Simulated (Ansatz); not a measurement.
# Dielectric response of RbCl (001) films

Aim: the electronic and static ε of rocksalt RbCl (001) from films of several thicknesses in a field.

Program: Ansatz 0.2.0. Level of theory: plane-wave DFT, LDA, Ansatz PAW. Results are calculated unless marked as measured.

## (1) Starting point

The cell holds 6 atoms: 3 Rb and 3 Cl. Cell: a = 4.653 Å, b = 4.653 Å, c = 24.580 Å, α = 90.0°, β = 90.0°, γ = 90.0°. It derives from RbCl (rocksalt RbCl). Vacuum lies along c.

## (2) Relaxing the film, 6 atoms, units 3

The structure is relaxed first, because levels and dipoles at a surface follow the positions of the outer atoms.

Contents of input.yaml:

```yaml
crystal:
  lattice:
    - [4.65276262, 0.0, 0.0]
    - [0.0, 4.65276262, 0.0]
    - [0.0, 0.0, 24.58]
  atoms:
    - { symbol: Rb, position: [0.5, 0.5, 0.3661513426] }
    - { symbol: Cl, position: [0.0, 0.0, 0.3661513426] }
    - { symbol: Rb, position: [0.0, 0.0, 0.5] }
    - { symbol: Cl, position: [0.5, 0.5, 0.5] }
    - { symbol: Rb, position: [0.5, 0.5, 0.6338486574] }
    - { symbol: Cl, position: [0.0, 0.0, 0.6338486574] }
kpoints:
  mp_grid: { grid: [6, 6, 1] }
hamiltonian:
  xc: lda
scf:
  occupations: { method: fixed }
  convergence: { dr2_threshold: 1.0e-09 }
efield:
  axis: 3
  dipole_correction: true
  ramp_position: 0.97
  ramp_width: 0.06
relax:
  f_tol: 0.003
  max_steps: 100
output:
  write_potential: true
  write_density: true
  volumetric_format: npy
```

On the command line:

```
$ ansatz run input.yaml --threads 8 --pin off --max-ram 12288MiB --backend cpu --events-out ev --progress --plain --runs-dir out
```

Numbers of over 12 decimals in the logs are rounded to 6 here.

What it wrote:

```text
Engine: ansatz 0.2.0, aarch64-unknown-linux-gnu
Pseudopotentials: kind: paw
Pseudopotential: Rb, paw, valence charge 9, recommended cutoff 420 eV (normal), Rb.paw.azcp
Pseudopotential: Cl, paw, valence charge 7, recommended cutoff 420 eV (normal), Cl.paw.azcp
Functional definition: SPW92
  exchange = slater_x
  correlation = pw_c
Crystal: 6 atoms, lattice volume = 532.113 Å³
Basis set: ecut = 420 eV, 10395 PW (Γ)
Bands: 30, of which v1, the nominal top of the filled ones, is band 24 counted from 1 (23 counted from 0)
Symmetry: 8 space group operations
k-points: 10 of 36
Non-local potential: Rb, projectors of the file, l = 0: 3, l = 1: 2, l = 2: 2
Non-local potential: Cl, projectors of the file, l = 0: 2, l = 1: 2, l = 2: 2
PAW form: soft (Blöchl's): semilocal exchange-correlation on the pseudo side does not see the compensation charge
PAW frozen core: Rb, regenerated for the run's functional, and the local potential with it (the file was generated under x = pbe(κ = 0.804, μ = 0.219515), c = pbe(β = 0.066725))
PAW frozen core: Cl, regenerated for the run's functional, and the local potential with it (the file was generated under x = pbe(κ = 0.804, μ = 0.219515), c = pbe(β = 0.066725))
PAW one-centre angular grid: Rb, 110 points (default); XC on 64 Gauss nodes
PAW one-centre angular grid: Cl, 110 points (default); XC on 64 Gauss nodes
Initial density: superposition of atomic densities (neutral atoms: chi_scale 0, normalization atom), corrected by the library's trained network
Initial wavefunctions: pseudopotential atomic-orbital guess
Functional: x = slater, c = lda
SCF iter   1: F=—  HF=-12655.715254 eV  |F-HF|=—  |Δ(HF+E_count)|=         —  Δρ=3.50e-3  dr2=7.77e-2  ethr=1.77e-3  p=0.000 e·Å  D=2.51e-14 V/Å  ΔV_dip=-0.00 eV  dr2_dipole=2.21e-11  V_vac-E_F(+/−)=6.03/6.03 eV  ⟨swp⟩=5.7  Hψ=1247  notcnv=0  defer=37
efield: sawtooth ramp at fractional position 0.9700 (set: `efield.ramp_position`, or a place that a band, a saddle search or an elastic batch's reference lends), width 0.0600; the density the first Hamiltonian is built on has a dipole p = 0.000 e·Å; the dipole correction subtracts the counter field D = 2.51e-14 V/Å, which shifts the + side's vacuum level by -0.00 eV against the − side's; the planar-averaged density in the ramp window peaks in size at 1.4e-6 e/Å³
preconditioner: auto → Resta (q_TF=auto, 1.827 Å⁻¹)  ε∞=1.8  [insulator: Δε(μ)=4.428 eV  Ē_g=11.994 eV  n_scr=50 (ndim 8)  ℏωp=10.4 eV  f_vac=0.585  ε∞_Penn≈1.8  vacuum switching on, ρ_ref=1.0e-2 e/Å³]
SCF iter   2: F=—  HF=-12655.695069 eV  |F-HF|=—  |Δ(HF+E_count)|=   2.02e-2  Δρ=1.58e-3  dr2=7.14e-3  ethr=1.62e-4  p=0.000 e·Å  D=1.20e-6 V/Å  ΔV_dip=-0.00 eV  dr2_dipole=1.43e-11  V_vac-E_F(+/−)=6.18/6.18 eV  ⟨swp⟩=2.4  Hψ=508  notcnv=0  defer=39
density mixer auto → msr1: gapped (density of states about μ 0.00 of a free-electron gas's, 50 screened modes)
SCF iter   3: F=—  HF=-12655.693811 eV  |F-HF|=—  |Δ(HF+E_count)|=   1.26e-3  Δρ=5.43e-4  dr2=1.10e-3  ethr=1.49e-5  p=-0.000 e·Å  D=-1.95e-7 V/Å  ΔV_dip=0.00 eV  dr2_dipole=2.02e-12  V_vac-E_F(+/−)=6.20/6.20 eV  ⟨swp⟩=3.2  Hψ=333  notcnv=0  defer=40
SCF iter   4: F=—  HF=-12655.693680 eV  |F-HF|=—  |Δ(HF+E_count)|=   1.31e-4  Δρ=4.24e-5  dr2=6.35e-6  ethr=2.30e-6  p=-0.000 e·Å  D=-1.05e-6 V/Å  ΔV_dip=0.00 eV  dr2_dipole=1.11e-11  V_vac-E_F(+/−)=6.21/6.21 eV  ⟨swp⟩=4.4  Hψ=533  notcnv=0  defer=39
SCF iter   5: F=—  HF=-12655.693686 eV  |F-HF|=—  |Δ(HF+E_count)|=   5.86e-6  Δρ=1.13e-5  dr2=4.68e-7  ethr=1.32e-8  p=0.000 e·Å  D=5.00e-7 V/Å  ΔV_dip=-0.00 eV  dr2_dipole=4.33e-12  V_vac-E_F(+/−)=6.21/6.21 eV  ⟨swp⟩=2.3  Hψ=541  notcnv=0  defer=39
SCF iter   6: F=—  HF=-12655.693793 eV  |F-HF|=—  |Δ(HF+E_count)|=   1.07e-4  Δρ=3.56e-6  dr2=1.06e-7  ethr=9.75e-10  p=-0.000 e·Å  D=-5.41e-7 V/Å  ΔV_dip=0.00 eV  dr2_dipole=4.60e-12  V_vac-E_F(+/−)=6.21/6.21 eV  ⟨swp⟩=2.0  Hψ=506  notcnv=0  defer=37
SCF iter   7: F=—  HF=-12655.693793 eV  |F-HF|=—  |Δ(HF+E_count)|=   2.77e-8  Δρ=6.52e-7  dr2=1.70e-9  ethr=2.20e-10  p=0.000 e·Å  D=4.33e-8 V/Å  ΔV_dip=-0.00 eV  dr2_dipole=6.21e-15  V_vac-E_F(+/−)=6.21/6.21 eV  ⟨swp⟩=2.0  Hψ=493  notcnv=0  defer=37
SCF iter   8: F=-12655.693793 eV  HF=-12655.693793 eV  |F-HF|=6.18e-11  |Δ(HF+E_count)|=  3.67e-10  Δρ=1.44e-7  dr2=7.44e-11  ethr=2.08e-12  p=0.000 e·Å  D=2.67e-8 V/Å  ΔV_dip=-0.00 eV  dr2_dipole=6.22e-15  V_vac-E_F(+/−)=6.21/6.21 eV  ⟨swp⟩=7.9  Hψ=1790  notcnv=0
SCF 1 converged in 8 iterations: F = -12655.693793 eV  dr2 = 7.44e-11
  greatest PAW one-centre occupation: 0.973 electrons in one spin orbital (limit 2), on the Rb atom at site 2 (counted from 0), in its partial waves of l = 0
relax step   1: F+E_penalty+E_count = -12655.69379263 eV  Δ(F+E_penalty+E_count) = +0.000e0 eV  max|allowed force component| = 1.527e-1 eV/Å  Δτ_max = 0.0000 Å  (8 SCF iters, accepted)
Initial density: handed on by an earlier stage of this run
Initial wavefunctions: those handed on with the density
iter 1 solved again at ethr=3.45e-5 eV; its pass at ethr=3.10e-3 eV (dr2=1.66e-2 eV) is discarded
SCF iter   1: F=—  HF=-12655.728004 eV  |F-HF|=—  |Δ(HF+E_count)|=         —  Δρ=1.08e-3  dr2=1.83e-2  ethr=3.45e-5  p=0.000 e·Å  D=2.67e-8 V/Å  ΔV_dip=-0.00 eV  dr2_dipole=1.42e-15  V_vac-E_F(+/−)=6.23/6.23 eV  ⟨swp⟩=2.3  Hψ=1193  notcnv=0  defer=40
efield: sawtooth ramp at fractional position 0.9700 (set: `efield.ramp_position`, or a place that a band, a saddle search or an elastic batch's reference lends), width 0.0600; the density the first Hamiltonian is built on has a dipole p = 0.000 e·Å; the dipole correction subtracts the counter field D = 2.67e-8 V/Å, which shifts the + side's vacuum level by -0.00 eV against the − side's; the planar-averaged density in the ramp window peaks in size at 2.3e-7 e/Å³
preconditioner: auto → Resta (q_TF=auto, 1.827 Å⁻¹)  ε∞=1.7  [insulator: Δε(μ)=4.659 eV  Ē_g=12.138 eV  n_scr=50 (ndim 8)  ℏωp=10.4 eV  f_vac=0.590  ε∞_Penn≈1.7  vacuum switching on, ρ_ref=1.1e-2 e/Å³]
SCF iter   2: F=—  HF=-12655.725375 eV  |F-HF|=—  |Δ(HF+E_count)|=   2.63e-3  Δρ=4.48e-4  dr2=1.27e-3  ethr=3.45e-5  p=0.000 e·Å  D=3.72e-8 V/Å  ΔV_dip=-0.00 eV  dr2_dipole=3.23e-14  V_vac-E_F(+/−)=6.20/6.20 eV  ⟨swp⟩=3.5  Hψ=409  notcnv=0  defer=40  κ⁻¹=1.0e0(r=1)
density mixer auto → broyden: gapped, where msr1 would fit the directions that read negative (density of states about μ 0.00 of a free-electron gas's, 50 screened modes)
[...]
density mixer auto → broyden: gapped, where msr1 would fit the directions that read negative (density of states about μ 0.00 of a free-electron gas's, 50 screened modes)
SCF iter   3: F=—  HF=-12655.733975 eV  |F-HF|=—  |Δ(HF+E_count)|=   7.87e-4  Δρ=2.49e-4  dr2=3.69e-4  ethr=3.42e-6  p=0.000 e·Å  D=1.23e-7 V/Å  ΔV_dip=-0.00 eV  dr2_dipole=5.37e-14  V_vac-E_F(+/−)=6.21/6.21 eV  ⟨swp⟩=3.7  Hψ=510  notcnv=0  defer=40  κ⁻¹=1.8e-2(r=2)
SCF iter   4: F=—  HF=-12655.734451 eV  |F-HF|=—  |Δ(HF+E_count)|=   4.76e-4  Δρ=4.08e-5  dr2=9.98e-6  ethr=7.69e-7  p=0.000 e·Å  D=1.96e-8 V/Å  ΔV_dip=-0.00 eV  dr2_dipole=1.02e-14  V_vac-E_F(+/−)=6.23/6.23 eV  ⟨swp⟩=4.0  Hψ=513  notcnv=0  defer=40  κ⁻¹=5.2e-4(r=3)
SCF iter   5: F=—  HF=-12655.734466 eV  |F-HF|=—  |Δ(HF+E_count)|=   1.55e-5  Δρ=1.30e-5  dr2=7.67e-7  ethr=2.08e-8  p=-0.000 e·Å  D=-2.37e-8 V/Å  ΔV_dip=0.00 eV  dr2_dipole=1.19e-13  V_vac-E_F(+/−)=6.24/6.24 eV  ⟨swp⟩=2.4  Hψ=486  notcnv=0  defer=39  κ⁻¹=5.3e-5(r=4)
SCF iter   6: F=—  HF=-12655.734575 eV  |F-HF|=—  |Δ(HF+E_count)|=   1.09e-4  Δρ=3.31e-6  dr2=4.41e-8  ethr=1.60e-9  p=0.000 e·Å  D=9.57e-8 V/Å  ΔV_dip=-0.00 eV  dr2_dipole=1.71e-14  V_vac-E_F(+/−)=6.24/6.24 eV  ⟨swp⟩=2.9  Hψ=524  notcnv=0  defer=37  κ⁻¹=3.1e-6(r=5)
SCF iter   7: F=—  HF=-12655.734575 eV  |F-HF|=—  |Δ(HF+E_count)|=   5.57e-8  Δρ=8.04e-7  dr2=2.61e-9  ethr=9.19e-11  p=0.000 e·Å  D=5.02e-8 V/Å  ΔV_dip=-0.00 eV  dr2_dipole=5.04e-15  V_vac-E_F(+/−)=6.24/6.24 eV  ⟨swp⟩=2.0  Hψ=471  notcnv=0  defer=37  κ⁻¹=1.0e-7(r=6)
SCF iter   8: F=-12655.734575 eV  HF=-12655.734575 eV  |F-HF|=5.82e-11  |Δ(HF+E_count)|=   4.55e-9  Δρ=1.88e-7  dr2=1.84e-10  ethr=2.08e-12  p=0.000 e·Å  D=7.92e-8 V/Å  ΔV_dip=-0.00 eV  dr2_dipole=4.36e-15  V_vac-E_F(+/−)=6.24/6.24 eV  ⟨swp⟩=8.3  Hψ=1837  notcnv=0
SCF 3 converged in 8 iterations: F = -12655.734575 eV  dr2 = 1.84e-10
relax step   3: F+E_penalty+E_count = -12655.73457496 eV  Δ(F+E_penalty+E_count) = -7.588e-3 eV  max|allowed force component| = 4.271e-2 eV/Å  Δτ_max = 0.0965 Å  (8 SCF iters, accepted)
[...]
relax step   4: F+E_penalty+E_count = -12655.73626540 eV  Δ(F+E_penalty+E_count) = -1.690e-3 eV  max|allowed force component| = 7.177e-3 eV/Å  Δτ_max = 0.0292 Å  (7 SCF iters, accepted)
SCF iter   1: F=—  HF=-12655.736182 eV  |F-HF|=—  |Δ(HF+E_count)|=         —  Δρ=2.57e-5  dr2=1.02e-5  ethr=7.06e-7  p=-0.000 e·Å  D=-3.86e-8 V/Å  ΔV_dip=0.00 eV  dr2_dipole=3.66e-15  V_vac-E_F(+/−)=6.26/6.26 eV  ⟨swp⟩=3.4  Hψ=688  notcnv=0  defer=40
efield: sawtooth ramp at fractional position 0.9700 (set: `efield.ramp_position`, or a place that a band, a saddle search or an elastic batch's reference lends), width 0.0600; the density the first Hamiltonian is built on has a dipole p = -0.000 e·Å; the dipole correction subtracts the counter field D = -3.86e-8 V/Å, which shifts the + side's vacuum level by +0.00 eV against the − side's; the planar-averaged density in the ramp window peaks in size at 1.1e-7 e/Å³
preconditioner: auto → Resta (q_TF=auto, 1.827 Å⁻¹)  ε∞=1.7  [insulator: Δε(μ)=4.626 eV  Ē_g=12.058 eV  n_scr=50 (ndim 8)  ℏωp=10.4 eV  f_vac=0.595  ε∞_Penn≈1.7  vacuum switching on, ρ_ref=1.1e-2 e/Å³]
SCF iter   2: F=—  HF=-12655.736180 eV  |F-HF|=—  |Δ(HF+E_count)|=   1.62e-6  Δρ=1.41e-5  dr2=2.30e-6  ethr=2.12e-8  p=-0.000 e·Å  D=-2.20e-8 V/Å  ΔV_dip=0.00 eV  dr2_dipole=6.85e-15  V_vac-E_F(+/−)=6.26/6.26 eV  ⟨swp⟩=2.0  Hψ=533  notcnv=0  defer=40  κ⁻¹=1.0e0(r=1)
density mixer auto → broyden: gapped, where msr1 would fit the directions that read negative (density of states about μ 0.00 of a free-electron gas's, 50 screened modes)
SCF iter   3: F=—  HF=-12655.736288 eV  |F-HF|=—  |Δ(HF+E_count)|=   1.08e-4  Δρ=4.21e-6  dr2=1.74e-7  ethr=4.79e-9  p=-0.000 e·Å  D=-5.39e-8 V/Å  ΔV_dip=0.00 eV  dr2_dipole=1.24e-14  V_vac-E_F(+/−)=6.26/6.26 eV  ⟨swp⟩=2.0  Hψ=442  notcnv=0  defer=27  κ⁻¹=9.3e-2(r=2)
SCF iter   4: F=—  HF=-12655.736288 eV  |F-HF|=—  |Δ(HF+E_count)|=   1.21e-7  Δρ=1.74e-6  dr2=1.33e-8  ethr=3.64e-10  p=-0.000 e·Å  D=-2.05e-8 V/Å  ΔV_dip=0.00 eV  dr2_dipole=1.49e-15  V_vac-E_F(+/−)=6.26/6.26 eV  ⟨swp⟩=2.1  Hψ=447  notcnv=0  defer=32  κ⁻¹=4.3e-3(r=3)
SCF iter   5: F=-12655.736288 eV  HF=-12655.736288 eV  |F-HF|=7.91e-10  |Δ(HF+E_count)|=   6.62e-9  Δρ=3.14e-7  dr2=3.70e-10  ethr=2.08e-12  p=-0.000 e·Å  D=-3.32e-8 V/Å  ΔV_dip=0.00 eV  dr2_dipole=9.35e-15  V_vac-E_F(+/−)=6.26/6.26 eV  ⟨swp⟩=6.6  Hψ=2022  notcnv=0
SCF 5 converged in 5 iterations: F = -12655.736288 eV  dr2 = 3.70e-10
relax step   5: F+E_penalty+E_count = -12655.73628814 eV  Δ(F+E_penalty+E_count) = -2.274e-5 eV  max|allowed force component| = 9.731e-4 eV/Å  Δτ_max = 0.0037 Å  (5 SCF iters, accepted)
NSCF: frozen V_eff on 10 k-points
the band table was solved once a step of the walk had ended and its energy, with any forces and stress, was formed, with the checks that follow a solve (2068 applications of the Hamiltonian). They found nothing against the state; the energy, forces and stress were not computed again (output.eigenvalues in the input reference)
SCF converged after 5 iterations
Stability not checked: this state was not tested for a lower state beside it, because the mixer in use, unlike msr1, does not test its closes by its own steps (another_mixer; see scf.mixing.algorithm and scf.lower_state_search)
Free energy (F): -12655.736288 eV
Harris-Foulkes:  -12655.736288 eV  (|F-HF|=7.91e-10)
Internal energy: -12655.736288 eV  (E = F + TS)
E sigma→0 (E₀):  -12655.736288 eV
Fermi energy:    -3.402998 eV
Dipole field:    D = 0.000000 V/Å  (p = 0.000000 e·Å, saw-weighted, corrected)
Work function:   Φ+ = 6.2570 eV   Φ− = 6.2570 eV
Levels:          The Fermi level and band energies are counted from a zero that moves with the ramp; work functions are not
--- Per-component energies (eV) ---
  E_band       = -532.985365
  E_kinetic    = 1062.958283
  E_local      = -18182.652401  (includes V_loc(G=0)·N_el)
  E_nonlocal   = 622.590272
  E_hartree    = 8426.476458
  E_xc         = -705.722531
  E_vxc        = -774.566538  (∫ρ·V_xc dr)
  E_paw        = -9446.547846  (= ΣΔE_a)
  E_vpaw       = -114.267821  (= ΣTr[D̂ρ^β])
  E_aug_tail   = 0.000293  (compensation charges beyond the density's cutoff)
  E_efield     = 0.000000  (sawtooth field / dipole correction)
  E_vefield    = 0.000000  (∫n·V_field dr)
  E_ewald      = 5565.775932
  E_core_change = 1.385253  (= ΣΔE_core)
  E_smearing   = -0.000000  (= −TS)
  E_closure    = 0.000000  (closes the sum)
  Σ components = -12655.736288   (vs F -12655.736288, Δ=0.00e0)
--- Forces (eV/Å), atoms counted from 1 ---
  atom   1  Rb     0.00000000     0.00000000     0.00096593
  atom   2  Cl     0.00000000     0.00000000    -0.00097307
  atom   3  Rb     0.00000000     0.00000000     0.00000027
  atom   4  Cl     0.00000000     0.00000000    -0.00000027
  atom   5  Rb    -0.00000000     0.00000000    -0.00096576
  atom   6  Cl    -0.00000000     0.00000000     0.00097284
  max |Σ_I F_I| component: 5.26e-8 eV/Å
--- Band table (eV; the first three rows and the last of 10) ---
  k-point 0: bands = [... 20 lower, -3.4454, -3.4454, -3.4218, -3.4218, 1.2265, 1.7621, 2.4448, 2.5175, ... 2 higher]
  k-point 1: bands = [... 20 lower, -3.6074, -3.5197, -3.4987, -3.4715, 1.6124, 2.0432, 2.7497, 2.8038, ... 2 higher]
  k-point 2: bands = [... 20 lower, -3.6890, -3.6628, -3.6454, -3.4856, 2.4633, 2.7018, 3.3807, 3.6082, ... 2 higher]
  k-point 9: bands = [... 20 lower, -3.6362, -3.5788, -3.5788, -3.4030, 2.7135, 2.7135, 3.7662, 3.7662, ... 2 higher]
--- Relaxed structure (5 steps of the walk, 5 accepted, 0 SCFs on fresh bases) ---
  F+E_penalty+E_count = -12655.73628814 eV   max|allowed force component| = 9.731e-4 eV/Å
  atoms:
    - { symbol: Rb, position: [0.5, 0.5, 0.372391] }
    - { symbol: Cl, position: [0, 0.0, 0.371850] }
    - { symbol: Rb, position: [0, 0.0, 0.500000] }
    - { symbol: Cl, position: [0.5, 0.5, 0.500000] }
    - { symbol: Rb, position: [0.5, 0.5, 0.627609] }
    - { symbol: Cl, position: [0, 0.0, 0.628150] }
```

Elapsed: 6.2 s, on 8 threads of Arm Neoverse V2, shared host; peak memory 0.94 GiB; 45 s of CPU time.

Relaxation path:

| step | energy less that of the first step (eV) | largest force component (eV/Å) |
| --- | --- | --- |
| 1 | 0.0000 | 0.1527 |
| 2 | -0.0332 | 0.0698 |
| 3 | -0.0408 | 0.0427 |
| 4 | -0.0425 | 0.0072 |
| 5 | -0.0425 | 0.0010 |

Forces are held to the 8 operations that the run works with; a distortion that breaks them can't arise in this run.

The atoms that moved most (Å):

| atom | dx | dy | dz | length |
| --- | --- | --- | --- | --- |
| Rb1 | 0.000 | 0.000 | 0.153 | 0.153 |
| Rb5 | 0.000 | 0.000 | -0.153 | 0.153 |
| Cl6 | 0.000 | 0.000 | -0.140 | 0.140 |
| Cl2 | 0.000 | 0.000 | 0.140 | 0.140 |

The relaxed structure:

```xyz
6
Lattice="4.6528 0.0000 0.0000 0.0000 4.6528 0.0000 0.0000 0.0000 24.5800" Properties=species:S:1:pos:R:3
Rb    2.3264    2.3264    9.1534
Cl    0.0000    0.0000    9.1401
Rb    0.0000    0.0000   12.2900
Cl    2.3264    2.3264   12.2900
Rb    2.3264    2.3264   15.4266
Cl    0.0000    0.0000   15.4399
```

Numbers from this step:

```
gap on the k-mesh             : 4.629 eV
dipole along the normal       : 1.37e-7 e·Å
ionisation energy, upper face : 6.257 eV
electron affinity, upper face : 1.628 eV
```

Running mean over 3.29 Å of the planar mean; the ramp of the sawtooth is left out. The electron's electrostatic potential energy less the highest filled level by z:

z (Å), electron's electrostatic potential energy less the highest filled level (eV) and a bar:
```
      3.5       6.26 ##############################
      4.0       6.26 ##############################
      4.5       6.26 ##############################
      5.0       6.26 ##############################
      5.5       6.25 ##############################
      6.0       6.22 ##############################
      6.5       6.09 #############################
      7.0       5.42 ##########################
      7.5       3.47 #################
      8.0       1.51 #######
      8.5       0.83 ####
      9.0       0.71 ###
      9.5       0.66 ###
     10.0       0.50 ##
     10.5       0.09 
     11.0       0.13 
     11.5       0.54 ##
     12.0       0.67 ###
     12.5       0.68 ###
     13.0       0.58 ###
     13.5       0.19 #
     14.0       0.05 
     14.5       0.44 ##
     15.0       0.65 ###
     15.5       0.70 ###
     16.0       0.80 ####
     16.5       1.32 ######
     17.0       3.10 ###############
     17.5       5.20 #########################
     18.0       6.04 #############################
     18.5       6.21 ##############################
     19.0       6.25 ##############################
     19.5       6.25 ##############################
     20.0       6.26 ##############################
     20.5       6.26 ##############################
     21.0       6.26 ##############################
     21.5       6.26 ##############################
```

The relaxation took 5 steps and lowered the energy by 0.042 eV; the largest force on the free atoms ends at 9.7e-4 eV/Å.

The gap is 4.63 eV, with the valence edge 6.26 eV and the conduction edge 1.63 eV under the upper vacuum level.

(Continued in part 2 of 5.)

[Logs are printed without paths, hosts, clocks, repeated set-up lines and the standing remarks that a program may print on its own settings, such as how far it seeks lower states.]

[Hosts, paths, dates, database ids (printed as entryN), source tags and the programs' standing remarks are cut or masked in the printed files.]

[Maps of the electrostatic potential energy from Ansatz leave out the sawtooth potential of an applied field or a dipole correction, so their vacuum need not be flat; planar profiles and work functions include it.]
